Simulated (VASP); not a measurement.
# From an Ansatz input to VASP: PbS (strained rocksalt)

Ansatz input

```yaml
crystal:
  lattice:
    - [-0.0817264545, 2.9652508752, 2.9652508752]
    - [2.9652508752, -0.0817264545, 2.9652508752]
    - [2.9652508752, 2.9652508752, -0.0817264545]
  atoms:
    - { symbol: Pb, position: [0.0, 0.0, 0.0] }
    - { symbol: S, position: [0.5, 0.5, 0.5] }
kpoints:
  mp_grid: { grid: [8, 8, 8] }
  band_path:
    path:
      - [0.0, 0.0, 0.0]
      - [0.5, 0.0, 0.5]
      - [0.625, 0.25, 0.625]
      - [0.375, 0.375, 0.75]
      - [0.5, 0.5, 0.5]
      - [0.5, 0.25, 0.75]
      - [0.0, 0.0, 0.5]
    npoints: 1
hamiltonian:
  xc: pbe
scf:
  occupations: { method: fermi_dirac, width: 0.02 }
  n_extra_bands: 4
output:
  forces: true
  stress: true
  eigenvalues: true
```

**Question.** Translate this input to VASP.

**Answer.** 

INCAR

```
LWAVE = .FALSE.
NBANDS = 17
EDIFF = 1E-7
ENCUT = 520
GGA = PE
LREAL = .FALSE.
NELM = 120
IBRION = -1
ISIF = 2
LASPH = .TRUE.
LCHARG = .FALSE.
ISMEAR = -1
PREC = Accurate
SIGMA = 0.02
NSW = 0
```

KPOINTS

```
KPOINTS created by Atomic Simulation Environment
0
Gamma
8 8 8
0 0 0
```

KPOINTS_OPT

```
special points
7
Reciprocal
0.0000000000 0.0000000000 0.0000000000 1
0.5000000000 0.0000000000 0.5000000000 1
0.6250000000 0.2500000000 0.6250000000 1
0.3750000000 0.3750000000 0.7500000000 1
0.5000000000 0.5000000000 0.5000000000 1
0.5000000000 0.2500000000 0.7500000000 1
0.0000000000 0.0000000000 0.5000000000 1
```

POSCAR

```
Pb S
 1.0000000000000000
    -0.0817264545000000    2.9652508752000002    2.9652508752000002
     2.9652508752000002   -0.0817264545000000    2.9652508752000002
     2.9652508752000002    2.9652508752000002   -0.0817264545000000
 Pb  S
   1   1
Cartesian
  0.0000000000000000  0.0000000000000000  0.0000000000000000
  2.9243876479500011  2.9243876479500006  2.9243876479500006
```

VASP ran with the recommended PBE PAW datasets (20 valence electrons in the cell). Other inputs would serve too.

|  | Ansatz | VASP |
| --- | --- | --- |
| gap between bands v and c | 0.25 eV | 0.26 eV |
| least direct gap | 0.46 eV | 0.46 eV |
| pressure | -0.1 GPa | -0.2 GPa |

The two codes use different PAW datasets and cutoffs. VASP's cell holds 20 valence electrons and Ansatz's 20. Ansatz's stress includes a Pulay correction; VASP's doesn't.
